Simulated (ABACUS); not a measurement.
# Ti (P6/mmm) in ABACUS: equation of state, part 2 of 2

ABACUS 3.10.1. The steps go on from the part before.

## 3. Equation of state, PBE, 16.34 Å³/atom (volume scaled by 0.96)

Input file INPUT:

```
INPUT_PARAMETERS
suffix              Ti
calculation         scf
basis_type          pw
pseudo_dir          ./
symmetry            1
dft_functional      pbe
ecutwfc             84
pseudo_rcut         10
nspin               1
nbands              22
ks_solver           dav
smearing_method     fd
smearing_sigma      0.00367493
scf_thr             1e-08
scf_nmax            100
mixing_type         broyden
mixing_beta         0.7
cal_force           1
cal_stress          1
kpar                4
```

Input file STRU:

```
ATOMIC_SPECIES
Ti 47.8670 Ti.upf

LATTICE_CONSTANT
1.8897261246

LATTICE_VECTORS
4.5056459821 0.0000000000 0.0000000000
-2.2528229910 3.9020038809 0.0000000000
0.0000000000 0.0000000000 2.7880470975

ATOMIC_POSITIONS
Direct

Ti
0.0
3
0.6666666667 0.3333333333 0.5000000000 1 1 1
0.3333333333 0.6666666667 0.5000000000 1 1 1
0.0000000000 0.0000000000 0.0000000000 1 1 1
```

Input file KPT:

```
K_POINTS
0
Gamma
7 7 9 0 0 0
```

Potentials or basis: PseudoDojo NC SR 0.4.1 PBE standard, plane waves.

Launch:

```bash
$ OMP_NUM_THREADS=1 mpirun -np 4 abacus > log
```

running log:

```text
ABACUS v3.10.1

               Atomic-orbital Based Ab-initio Computation at UStc

 ------------------------------------------------------------------------------------

 READING GENERAL INFORMATION
                           global_out_dir = OUT.Ti/
                           global_in_card = INPUT
                               pseudo_dir = ./
                              orbital_dir =
                                    DSIZE = 4
                                    GSIZE = 1

 READING UNITCELL INFORMATION
                                    ntype = 1
                  lattice constant (Bohr) = 1.88973
              lattice constant (Angstrom) = 1

 READING ATOM TYPE 1
                               atom label = Ti
                      L=0, number of zeta = 1
                      L=1, number of zeta = 1
                      L=2, number of zeta = 1
             number of atom for this type = 3

                        TOTAL ATOM NUMBER = 3
DIRECT COORDINATES
    atom                   x                   y                   z     mag                  vx                  vy                  vz
taud_Ti1            0.6666666667        0.3333333333        0.5000000000  0.0000        0.0000000000        0.0000000000        0.0000000000
taud_Ti2            0.3333333333        0.6666666667        0.5000000000  0.0000        0.0000000000        0.0000000000        0.0000000000
taud_Ti3            0.0000000000        0.0000000000        0.0000000000  0.0000        0.0000000000        0.0000000000        0.0000000000

                          Volume (Bohr^3) = 330.782
                             Volume (A^3) = 49.0167

 Lattice vectors: (Cartesian coordinate: in unit of a_0)
             +4.50565                  +0                  +0
             -2.25282              +3.902                  +0
                   +0                  +0            +2.78805
 Reciprocal vectors: (Cartesian coordinate: in unit of 2 pi/a_0)
            +0.221944           +0.128139                  -0
                   -0           +0.256279                  -0
                   +0                  -0           +0.358674
 The esolver type has been set to : ksdft_pw

[... 201 lines left out ...]
WARNING: norm of atomic wavefunction # 3 of atomic type Ti is 0.999984, renormalized
WARNING: norm of atomic wavefunction # 4 of atomic type Ti is 0.999619, renormalized

 -------------------------------------------
[... 5 lines left out ...]

 Notice: Threshold on eigenvalues was too large.
 hsover_error=0.36 > DRHO=0.163003
 Origin diag ethr = 0.01
 New diag ethr = 0.000452786

 Density error is 0.152459070892
                          Error Threshold = 0.000452786017869
----------------------------------------------------------
     Energy           Rydberg                 eV
----------------------------------------------------------
 E_KohnSham     -356.0720599405      -4844.6089137879
 E_Harris       -360.4935825951      -4904.7668157268
 E_Fermi        1.0844645591         14.7548972828
----------------------------------------------------------
[... 159 lines left out ...]
 Density error is 9.55367622555e-09
                          Error Threshold = 5.99975862275e-11
----------------------------------------------------------
     Energy           Rydberg                 eV
----------------------------------------------------------
 E_KohnSham     -356.1303173666      -4845.4015467342
 E_KS(sigma->0) -356.1295147351      -4845.3906263728
 E_Harris       -356.1302348472      -4845.4004240003
 E_band         -32.0263033812       -435.7402118605
 E_one_elec     -114.4067824333      -1556.5841309389
 E_Hartree      70.5188540397        959.4582313699
 E_xc           -52.5059132350       -714.3795986891
 E_Ewald        -259.7348704751      -3533.8742077532
 E_entropy(-TS) -0.0016052630        -0.0218407229
 E_descf        0.0000000000         0.0000000000
 E_exx          0.0000000000         0.0000000000
 E_Fermi        1.0495557841         14.2799390326
----------------------------------------------------------

 charge density convergence is achieved
 final etot is -4845.4015467 eV
 EFERMI = 14.279939033 eV

 STATE ENERGY(eV) AND OCCUPATIONS    NSPIN == 1
 1/10 kpoint (Cartesian) = 0.0000 0.0000 0.0000 (4323 pws)
       1       -42.4812     0.00453515
       2       -42.2290     0.00453515
       3       -42.0391     0.00453515
       4       -18.8321     0.00453515
       5       -18.8321     0.00453515
       6       -18.7620     0.00453515
[... 134 lines left out ...]
      21        15.0024    2.88523e-08
      22        15.5330    7.11319e-13

[... levels at 4 further k points ...]

------------------------------------------------------------------------------------------
 TOTAL-FORCE (eV/Angstrom)
------------------------------------------------------------------------------------------
                       Ti1         0.0000000000         0.0000000000         0.0000000000
                       Ti2         0.0000000000         0.0000000000         0.0000000000
                       Ti3         0.0000000000         0.0000000000         0.0000000000
------------------------------------------------------------------------------------------

----------------------------------------------------------------
 TOTAL-STRESS (KBAR)
----------------------------------------------------------------
        59.5864822219        -0.0000000008        -0.0000000000
        -0.0000000008        59.5864822236         0.0000000000
         0.0000000000         0.0000000000        60.4851256475
----------------------------------------------------------------
 TOTAL-PRESSURE: 59.886030 KBAR

 --------------------------------------------
 !FINAL_ETOT_IS -4845.4015467342424017 eV
 --------------------------------------------
```

It took 50 s on 4 MPI ranks of Intel Xeon Platinum 8375C at 2.90GHz (Ice Lake), shared host; peak memory 0.44 GiB.

What came out:

| Quantity | Value |
| --- | --- |
| Free energy | -4845.4015 eV |
| Pressure | 6.0 GPa |
| Band gap on the k mesh | none (metal or under the smearing width) |

## 4. Equation of state, PBE, 16.68 Å³/atom (volume scaled by 0.98)

INPUT is that of step 3.

STRU: that of step 3 with these lines changed.

```diff
@@ -7,5 +7,5 @@
 LATTICE_VECTORS
-4.5056459821 0.0000000000 0.0000000000
--2.2528229910 3.9020038809 0.0000000000
-0.0000000000 0.0000000000 2.7880470975
+4.5367203846 0.0000000000 0.0000000000
+-2.2683601923 3.9289151029 0.0000000000
+0.0000000000 0.0000000000 2.8072756161
```

KPT is that of step 3.

Launch:

```bash
$ OMP_NUM_THREADS=1 mpirun -np 4 abacus > log
```

Wall time 58 s (4 MPI ranks of Intel Xeon Platinum 8375C at 2.90GHz (Ice Lake), shared host); peak memory 0.44 GiB.

Results (log left out):

* Free energy: -4845.4312 eV
* Pressure: 3.3 GPa
* Band gap on the k mesh: none (metal or under the smearing width)

## 5. Equation of state, PBE, 17.02 Å³/atom

INPUT is that of step 4.

STRU: that of step 4 with these lines changed.

```diff
@@ -7,5 +7,5 @@
 LATTICE_VECTORS
-4.5367203846 0.0000000000 0.0000000000
--2.2683601923 3.9289151029 0.0000000000
-0.0000000000 0.0000000000 2.8072756161
+4.5673748306 0.0000000000 0.0000000000
+-2.2836874153 3.9554626319 0.0000000000
+0.0000000000 0.0000000000 2.8262442700
```

KPT is that of step 4.

Launch:

```bash
$ OMP_NUM_THREADS=1 mpirun -np 4 abacus > log
```

It took 70 s on 4 MPI ranks of Intel Xeon Platinum 8375C at 2.90GHz (Ice Lake), shared host; peak memory 0.44 GiB.

The run converged. Its results:

```yaml
Free_energy: -4845.4447 eV
Pressure: 0.9 GPa
Band_gap_on_the_k_mesh: none (metal or under the smearing width)
```

## 6. Equation of state, PBE, 17.36 Å³/atom (volume scaled by 1.02)

INPUT is that of step 5.

STRU: that of step 5 with these lines changed.

```diff
@@ -7,5 +7,5 @@
 LATTICE_VECTORS
-4.5673748306 0.0000000000 0.0000000000
--2.2836874153 3.9554626319 0.0000000000
-0.0000000000 0.0000000000 2.8262442700
+4.5976232276 0.0000000000 0.0000000000
+-2.2988116138 3.9816585121 0.0000000000
+0.0000000000 0.0000000000 2.8449616649
```

KPT is that of step 5.

Potentials or basis: PseudoDojo NC SR 0.4.1 PBE standard, plane waves.

Launch:

```bash
$ OMP_NUM_THREADS=1 mpirun -np 4 abacus > log
```

Wall time 53 s (4 MPI ranks of Intel Xeon Platinum 8375C at 2.90GHz (Ice Lake), shared host); peak memory 0.44 GiB.

The run converged. Its results:

* Free energy: -4845.4435 eV
* Pressure: -1.3 GPa
* Band gap on the k mesh: none (metal or under the smearing width)

## 7. Equation of state, PBE, 17.70 Å³/atom (volume scaled by 1.04)

INPUT is that of step 6.

STRU: that of step 6 with these lines changed.

```diff
@@ -7,5 +7,5 @@
 LATTICE_VECTORS
-4.5976232276 0.0000000000 0.0000000000
--2.2988116138 3.9816585121 0.0000000000
-0.0000000000 0.0000000000 2.8449616649
+4.6274787604 0.0000000000 0.0000000000
+-2.3137393802 4.0075141620 0.0000000000
+0.0000000000 0.0000000000 2.8634359596
```

KPT is that of step 6.

Launch:

```bash
$ OMP_NUM_THREADS=1 mpirun -np 4 abacus > log
```

Wall time 60 s (4 MPI ranks of Intel Xeon Platinum 8375C at 2.90GHz (Ice Lake), shared host); peak memory 0.48 GiB.

The run converged. Its results:

```
Free energy            : -4845.4288 eV
Pressure               : -3.3 GPa
Band gap on the k mesh : none (metal or under the smearing width)
```

## 8. Equation of state, PBE, 18.04 Å³/atom (volume scaled by 1.06)

INPUT is that of step 7.

STRU: that of step 7 with these lines changed.

```diff
@@ -7,5 +7,5 @@
 LATTICE_VECTORS
-4.6274787604 0.0000000000 0.0000000000
--2.3137393802 4.0075141620 0.0000000000
-0.0000000000 0.0000000000 2.8634359596
+4.6569539421 0.0000000000 0.0000000000
+-2.3284769710 4.0330404181 0.0000000000
+0.0000000000 0.0000000000 2.8816748970
```

KPT is that of step 7.

Launch:

```bash
$ OMP_NUM_THREADS=1 mpirun -np 4 abacus > log
```

Run time: 44 s. Hardware: 4 MPI ranks of Intel Xeon Platinum 8375C at 2.90GHz (Ice Lake), shared host; peak memory 0.48 GiB.

The run converged. Its results:

* Free energy: -4845.4018 eV
* Pressure: -5.2 GPa
* Band gap on the k mesh: none (metal or under the smearing width)

## 9. Equation of state, PBE

Potentials or basis: PseudoDojo NC SR 0.4.1 PBE standard, plane waves.

This step only gathers the single runs of the series.

Results:

```yaml
Equilibrium_volume: 17.16 Å³/atom
Bulk_modulus_at_fixed_shape_and_positions: 112 GPa
Pressure_derivative_of_the_bulk_modulus: 3.6
```

Energy against volume, from the lowest point:
```
volume (Å³/atom)  energy (meV/atom)
          15.999              30.18
          16.339              14.39
          16.679               4.50
          17.020               0.00
          17.360               0.41
          17.701               5.31
          18.041              14.30
```

Caveat: the cell was scaled at fixed shape and fractional positions, which overstates the stiffness of a crystal with free parameters, most of all of layers and chains.
